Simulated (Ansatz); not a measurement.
**Calculated ¹⁷⁷Hf nuclear quadrupole resonance for HfO2 under strain**

Cell: a structure deposited in the COD, relaxed with PBE at fixed cell and then changed (z stretched by 3 %, ions relaxed).

```
Hf O
1.0
     5.11800    0.00000    0.00000
     0.00000    5.18570    0.00000
    -0.85866    0.00000    5.37028
Hf O
4 8
Direct
  0.27539 0.04265 0.20926
  0.72461 0.54265 0.29074
  0.72461 0.95735 0.79074
  0.27539 0.45735 0.70926
  0.44826 0.75682 0.47244
  0.55174 0.25682 0.02756
  0.55174 0.24318 0.52756
  0.44826 0.74318 0.97244
  0.06478 0.32131 0.35642
  0.93522 0.82131 0.14358
  0.93522 0.67869 0.64358
  0.06478 0.17869 0.85642
```

Atoms are numbered from 1 in the order listed; like atoms form one site, named after its first atom.

Computed with Ansatz: DFT, PBE, plane waves and PAW, scalar-relativistic, 420 eV cutoff, Γ-centred 6×6×6 k-points, Fermi–Dirac smearing 0.02 eV.

¹⁷⁷Hf: I = 7/2, Q = 3365 mb (year-2017 value). Static lattice, zero field.

**Question.** The simulated lines lie at 71.3, 110.2, 170.0 MHz. What are |C_Q|, η and |V_zz| at Hf?

**Answer.** For I = 7/2 and η = 0 the lines are |C_Q|/14 times 1, 2 and 3; η shifts the lowest up most. Here |C_Q| = 800 MHz, η = 0.28 and |V_zz| = 9.83 × 10²¹ V/m². The calculation gives V_zz positive; the lines don't show the sign. The site has 7 O at 2.04–2.30 Å.

Without spin–orbit coupling the gradients at and beside Hf can be off by some per cent, at some sites by more.
